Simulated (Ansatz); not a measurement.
**Convergence test, Hf2S**

Method: Ansatz 0.2.0, DFT r2SCAN, scalar-relativistic, plane waves, PAW.

```
Hf S
1.0
     3.37427    0.00000    0.00000
    -1.68714    2.92221    0.00000
     0.00000    0.00000   11.71741
Hf S
4 2
Direct
  0.66667 0.33333 0.89981
  0.33333 0.66667 0.39981
  0.66667 0.33333 0.60019
  0.33333 0.66667 0.10019
  0.00000 0.00000 0.75000
  0.00000 0.00000 0.25000
```

```
plane-wave cutoff : 500 eV
Γ-centred k-mesh  : 6×6×2
spin treatment    : unpolarised
```

The atoms are held and the smearing width on a coarse mesh is swept. Energies are extrapolated to zero smearing and count from the reference run, 12×12×4 Γ-centred mesh, Gaussian smearing 0.1 eV. The cell isn't necessarily relaxed at this level. Spin–orbit coupling is left out. Pressure is positive in compression.

| rule, width (eV) | ΔE (meV/atom) | ΔF, free energy (meV/atom) | P (GPa) | largest change of a force component (eV/Å) |
| --- | --- | --- | --- | --- |
| Gaussian 0.01 | -2.59 | -1.50 | 0.80 | 0.068 |
| Gaussian 0.05 | -2.62 | -1.94 | 0.81 | 0.042 |
| Gaussian 0.1 | -2.94 | -2.97 | 0.82 | 0.028 |
| Gaussian 0.2 | -3.59 | -5.61 | 0.84 | 0.026 |
| Gaussian 0.4 | -2.62 | -15.7 | 0.96 | 0.038 |

Cost: 5 runs of about 0.81 core-minutes in all, on Intel Xeon Platinum 8488C (Sapphire Rapids) (shared hosts).